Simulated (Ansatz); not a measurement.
An Ansatz input (plane waves, PAW) for HfC in the NiAs-type structure that has something wrong with it:

```yaml
crystal:
  lattice:
    - [3.265792183289, -2.88675518117e-11, 0.0]
    - [-1.63289609162, 2.828258994224, 0.0]
    - [0.0, 0.0, 5.7663094959]
  atoms:
    - { symbol: HFx, position: [0.0, 0.0, 0.0] }
    - { symbol: Hf, position: [0.0, 0.0, 0.5] }
    - { symbol: C, position: [0.3333333333333, 0.6666666666667, 0.25] }
    - { symbol: C, position: [0.6666666666667, 0.3333333333333, 0.75] }
basis:
  ecutwfc: 420
  ecutrho_ratio: 4
kpoints:
  mp_grid: { grid: [12, 12, 6] }
hamiltonian:
  xc: pbe
scf:
  occupations: { method: gaussian, width: 0.05 }
  max_iter: 80
output:
  forces: true
  stress: true
```

Launched as:
```sh
ansatz run input.yaml --threads 2 --pin off --max-ram 2662MiB --backend cpu --events-out ev --progress --plain --runs-dir out
```

Q: What is wrong with it?

A: An unknown element. Against the sound input: crystal.atoms[0].symbol: "Hf" → "HFx" (the cap on iterations is only a precaution).

What the program printed:

```
Error: YAML parse error: error: line 7 column 17: `HFx` is not an element symbol (H … Og, case-exact)
```

The input was refused before any iteration. Run time: 0.02 s on 2 threads of Arm Neoverse V2 (shared host), peak memory 0.02 GiB. The run before the change (PBE, 420 eV, 12×12×6 mesh) gave:

```tsv
run	P (GPa)	gap on the mesh (eV)	cell moment (μB)	largest force component (eV/Å)
sound	0.0	metal	–	0.000
```

The start was a prototype's sites filled with these elements, not a measured cell.
